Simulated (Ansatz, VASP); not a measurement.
**InAs: VASP beside Ansatz**

Wanted: the spread between two codes on one cell, functional and k mesh.

Calculated with Ansatz 0.2.0; plane waves, with VASP 6.6.1 beside it; band structure at HSEsol and band structure at HSE06, spin-orbit coupling.

## 1. Starting point

Symmetry: F-43m, No. 216, cubic system. The conventional cell has a = 6.058 Å, b = 6.058 Å, c = 6.058 Å, α = 90.00°, β = 90.00°, γ = 90.00°. Nearest to In lie 4 As at 2.62 Å. As has 4 In at 2.62 Å nearest. Farther neighbours are not listed.

Structure file:

```xyz
2
Lattice="0.0000 3.0290 3.0290 3.0290 0.0000 3.0290 3.0290 3.0290 0.0000" Properties=species:S:1:pos:R:3 pbc="T T T"
In    0.0000    0.0000    0.0000
As    1.5145    1.5145    1.5145
```

## 2. VASP: band structure, HSEsol

The same path points are solved in both programs, so levels can be compared one by one.

Lines of VASP's logs that name or quote its potential files are left out, and so is its time.

The run reads the wave functions of an earlier VASP run, which isn't shown here.

Contents of INCAR:

```
SYSTEM = InAs
PREC = Accurate
ENCUT = 400
EDIFF = 1E-06
NELM = 100
ISMEAR = 0
SIGMA = 0.02
LREAL = .FALSE.
ALGO = Normal
LHFCALC = .TRUE.
AEXX = 0.25
GGA = PS
HFSCREEN = 0.2
LASPH = .TRUE.
NBANDS = 15
PRECFOCK = Fast
LORBIT = 11
LWAVE = .FALSE.
LCHARG = .FALSE.
KPAR = 4
```

Contents of POSCAR:

```
InAs
1.0
    0.0000000000      3.0290000000      3.0290000000
    3.0290000000      0.0000000000      3.0290000000
    3.0290000000      3.0290000000      0.0000000000
In As
1 1
Direct
    0.0000000000      0.0000000000      0.0000000000
    0.2500000000      0.2500000000      0.2500000000
```

Contents of KPOINTS:

```
Automatic mesh
0
Gamma
4 4 4
0 0 0
```

Contents of KPOINTS_OPT:

```
Line mode
6
Line-mode
Reciprocal
  0.00000000   0.00000000   0.00000000 GAMMA
  0.50000000   0.00000000   0.50000000 X

  0.50000000   0.00000000   0.50000000 X
  0.50000000   0.25000000   0.75000000 W

  0.50000000   0.25000000   0.75000000 W
  0.37500000   0.37500000   0.75000000 K

  0.37500000   0.37500000   0.75000000 K
  0.00000000   0.00000000   0.00000000 GAMMA

  0.00000000   0.00000000   0.00000000 GAMMA
  0.50000000   0.50000000   0.50000000 L

  0.50000000   0.50000000   0.50000000 L
  0.62500000   0.25000000   0.62500000 U

  0.62500000   0.25000000   0.62500000 U
  0.50000000   0.25000000   0.75000000 W

  0.50000000   0.25000000   0.75000000 W
  0.50000000   0.50000000   0.50000000 L

  0.50000000   0.50000000   0.50000000 L
  0.37500000   0.37500000   0.75000000 K

  0.62500000   0.25000000   0.62500000 U
  0.50000000   0.00000000   0.50000000 X
```

The projector-augmented-wave data sets are In_d and As (PBE family, release 64).

Started as:

```sh
$ mpirun -np 4 vasp_std
```

Numbers of over 12 decimals in the logs are rounded to 6 here.

The log of the run:

```text
[banner, memory and clock lines left out]
running    4 mpi-ranks, on    1 nodes
 distrk:  each k-point on    1 cores,    4 groups
 distr:  one band on    1 cores,    1 groups

 POSCAR found type information on POSCAR InAs
 POSCAR found :  2 types and       2 ions
|                                                                             |
|               ----> ADVICE to this user running VASP <----                  |
|                                                                             |
|     You enforced a specific xc type in the INCAR file but a different       |
|     [... a line on the potential file left out ...]
|     I HOPE YOU KNOW WHAT YOU ARE DOING!                                     |
|                                                                             |

 LDA part: xc-table for (Slater+PW92), standard interpolation
 found WAVECAR, reading the header
 POSCAR, INCAR and KPOINTS ok, starting setup
 FFT: planning ... GRIDC
 FFT: planning ... GRID_SOFT
 FFT: planning ... GRID
 reading WAVECAR
 the WAVECAR file was read successfully
 initial charge from wavefunction
 entering main loop
       N       E                     dE             d eps       ncg     rms          rms(c)
DAV:   1    -0.965904651748E+01   -0.96590E+01   -0.47639E-01   247   0.622E+00    0.381E+00
DAV:   2    -0.966869938617E+01   -0.96529E-02   -0.29789E-02   321   0.105E+00    0.357E+00
DAV:   3    -0.966809988966E+01    0.59950E-03   -0.85195E-04   305   0.240E-01    0.238E+00
DAV:   4    -0.966779225421E+01    0.30764E-03   -0.12269E-04   335   0.106E-01    0.148E+00
DAV:   5    -0.966768729816E+01    0.10496E-03   -0.39069E-05   291   0.589E-02    0.896E-01
DAV:   6    -0.966765291111E+01    0.34387E-04   -0.12808E-05   289   0.338E-02    0.541E-01
DAV:   7    -0.966764126973E+01    0.11641E-04   -0.39168E-06   282   0.186E-02    0.326E-01
DAV:   8    -0.966763751471E+01    0.37550E-05   -0.14016E-06   240   0.103E-02    0.196E-01
DAV:   9    -0.966763699654E+01    0.51817E-06   -0.50152E-07   141   0.601E-03
   1 F= -.96676370E+01 E0= -.96676370E+01  d E =-.474956E-35
 Start KPOINTS_OPT (optional k-point list driver)
k-point batch [1-8\60]
       N       E                     dE             ncg
DAV:   1     0.523066529610E+02   -0.26122E+04      247
DAV:   2    -0.953052582627E+03   -0.10054E+04      247
DAV:   3    -0.102217820625E+04   -0.69126E+02      331
DAV:   4    -0.102434110155E+04   -0.21629E+01      303
DAV:   5    -0.102443108733E+04   -0.89986E-01      394
DAV:   6    -0.102443293414E+04   -0.18468E-02      353
DAV:   7    -0.102443297700E+04   -0.42865E-04      394
DAV:   8    -0.102443297756E+04   -0.55716E-06      282
[...]
k-point batch [57-60\60]
       N       E                     dE             ncg
DAV:   1     0.201403869541E+04   -0.21471E+04      120
DAV:   2     0.152570454279E+04   -0.48833E+03      127
DAV:   3     0.149009928108E+04   -0.35605E+02      169
DAV:   4     0.148908737181E+04   -0.10119E+01      163
DAV:   5     0.148905538597E+04   -0.31986E-01      192
DAV:   6     0.148905409075E+04   -0.12952E-02      185
DAV:   7     0.148905406933E+04   -0.21425E-04      192
DAV:   8     0.148905406909E+04   -0.23367E-06      137
```

From OUTCAR (step 2):

```text
ion  position               nearest neighbor table
   1  0.000  0.000  0.000-   2 2.62   2 2.62   2 2.62   2 2.62
   2  0.250  0.250  0.250-   1 2.62   1 2.62   1 2.62   1 2.62

  LATTYP: Found a face centered cubic cell.
 ALAT       =     6.0580000000

 Subroutine GETGRP returns: Found 24 space group operations
 (whereof 24 operations were pure point group operations)

The static configuration has the point symmetry T_d .

 Found      8 irreducible k-points:

   k-points           NKPTS =      8   k-points in BZ     NKDIM =     64   number of bands    NBANDS=     15

   dimension x,y,z NGX =    28 NGY =   28 NGZ =   28
   dimension x,y,z NGXF=    56 NGYF=   56 NGZF=   56

   ENCUT  =  400.0 eV  29.40 Ry    5.42 a.u.   6.99  6.99  6.99*2*pi/ulx,y,z

   NELECT =      18.0000    total number of electrons

 k-points in reciprocal lattice and weights: Automatic mesh
   0.00000000  0.00000000  0.00000000       0.016
   0.25000000  0.00000000  0.00000000       0.125
   0.50000000  0.00000000  0.00000000       0.062
   0.25000000  0.25000000  0.00000000       0.094
   0.50000000  0.25000000  0.00000000       0.375
  -0.25000000  0.25000000  0.00000000       0.188
   0.50000000  0.50000000  0.00000000       0.047
  -0.25000000  0.50000000  0.25000000       0.094

  exchange ACFDT corr.  =         0.00000000  see jH, gK, PRB 81, 115126

 average (electrostatic) potential at core
       1 -90.3735       2 -45.7675

 E-fermi :   4.1302

 k-point     1 :       0.0000    0.0000    0.0000
  band No.  band energies     occupation
    ...
      5     -12.0232      2.00000
      6      -9.0600      2.00000
      7       3.9584      2.00000
      8       3.9584      2.00000
      9       3.9584      2.00000
     10       4.4098      0.00000
     11       8.5921      0.00000
     12       8.5921      0.00000
     13       8.5921      0.00000
     14      12.2680      0.00000
    ...

 k-point     2 :       0.2500    0.0000    0.0000
  band No.  band energies     occupation
    ...
      5     -12.0222      2.00000
      6      -8.4050      2.00000
      7       0.0245      2.00000
      8       3.3459      2.00000
      9       3.3459      2.00000
     10       5.8556      0.00000
     11       9.3502      0.00000
     12       9.3502      0.00000
     13       9.9064      0.00000
     14      13.0817      0.00000
    ...

 k-point     3 :       0.5000    0.0000    0.0000
  band No.  band energies     occupation
    ...
      5     -12.0161      2.00000
      6      -7.4537      2.00000
      7      -2.3157      2.00000
      8       2.8875      2.00000
      9       2.8875      2.00000
     10       5.5472      0.00000
     11       9.3786      0.00000
     12       9.3786      0.00000
     13      11.5599      0.00000
     14      13.9482      0.00000
    ...

  energy-cutoff  :      400.00
  volume of cell :       55.58
      direct lattice vectors                 reciprocal lattice vectors
     0.000000000  3.029000000  3.029000000    -0.165070981  0.165070981  0.165070981
     3.029000000  0.000000000  3.029000000     0.165070981 -0.165070981  0.165070981
     3.029000000  3.029000000  0.000000000     0.165070981  0.165070981 -0.165070981

 POSITION                                       TOTAL-FORCE (eV/Angst)
 -----------------------------------------------------------------------------------
      0.00000      0.00000      0.00000        -0.000000     -0.000000     -0.000000
      1.51450      1.51450      1.51450         0.000000      0.000000      0.000000
 -----------------------------------------------------------------------------------
    total drift:                                0.000026      0.000015      0.000021

  FREE ENERGIE OF THE ION-ELECTRON SYSTEM (eV)
  ---------------------------------------------------
  free  energy   TOTEN  =        -9.6676369965 eV

  energy  without entropy=       -9.6676369965  energy(sigma->0) =       -9.66763700

 total charge
# of ion       s       p       d       tot
------------------------------------------
    1        0.850   0.757   9.906  11.513
    2        1.219   1.628   0.022   2.869
--------------------------------------------------
tot          2.069   2.385   9.928  14.381

[... 3 further parts left out ...]
```

The k-mesh is coarse for exact exchange; levels may shift by about 0.1 eV on a finer one. Spin-orbit coupling is off here; with elements this heavy it splits and shifts levels by tenths of an eV or more. The PAW data sets were made with PBE, which is usual practice but a small mismatch for other functionals.

(Continued in part 2 of 3.)

[Lines on the potential files, build, host, timing and source positions are cut from VASP's logs without a mark.]

[Logs are printed without paths, hosts, clocks, repeated set-up lines and the standing remarks that a program may print on its own settings, such as how far it seeks lower states.]

[Hosts, paths, dates, database ids (printed as entryN), source tags and the programs' standing remarks are cut or masked in the printed files.]
